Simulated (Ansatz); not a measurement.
HfN:

```
Hf N
1.0
     0.00000    2.45482    2.45482
     2.45482    0.00000    2.45482
     2.45482    2.45482    0.00000
Hf N
1 1
Direct
  0.00000 0.00000 0.00000
  0.25000 0.25000 0.25000
```

The cell comes from a database or a generator and needn't be the stable form of this composition.

```yaml
Program: Ansatz 0.2.0
Task: relaxation of cell and atoms
Functional: LDA
Potentials_or_basis: Ansatz PAW
Cutoff: "420 eV (not typed: the program's choice for these potentials)"
k_mesh: 9 × 9 × 9
Occupations: fermi-dirac, width 0.05 eV
Spin: no spin polarisation
Hubbard_terms: Hf d U = 2 eV
```

At the start: volume 14.79 Å³/atom.

Task: How do energy, volume and symmetry change on relaxing?

Result: It ends after 7 steps and the volume is 14.26 Å³/atom (-3.6 %); space group F-43m (No. 216, to 0.05 Å).

Step by step:
| step | energy change (eV) | largest force (eV/Å) | volume (Å³) |
| --- | --- | --- | --- |
| 1 | 0.0000 | 0.0000 | 29.59 |
| 2 | -0.0252 | 0.0000 | 28.23 |
| 3 | -0.0264 | 0.0000 | 28.56 |
| 4 | -0.0265 | 0.0000 | 28.54 |
| 5 | -0.0238 | 0.0000 | 28.54 |
| 6 | -0.0238 | 0.0000 | 28.52 |
| 7 | -0.0237 | 0.0000 | 28.52 |

Final structure:
```yaml
crystal:
  lattice:
    - [0.00000, 2.42510, 2.42510]
    - [2.42510, 0.00000, 2.42510]
    - [2.42510, 2.42510, 0.00000]
  atoms:
    - { symbol: Hf, position: [0.00000, 0.00000, 0.00000] }
    - { symbol: N, position: [0.25000, 0.25000, 0.25000] }
```

Caveat: the plane-wave basis is chosen anew once the cell has moved, so the energies of steps on either side of that aren't comparable; the pressure holds a Pulay correction of +0.5 GPa for the finite cutoff; U without spin polarisation on a metal has little footing; the PAW data sets come from PBE, with cores solved anew for the run's functional, which leaves a small shift of forces and pressure.
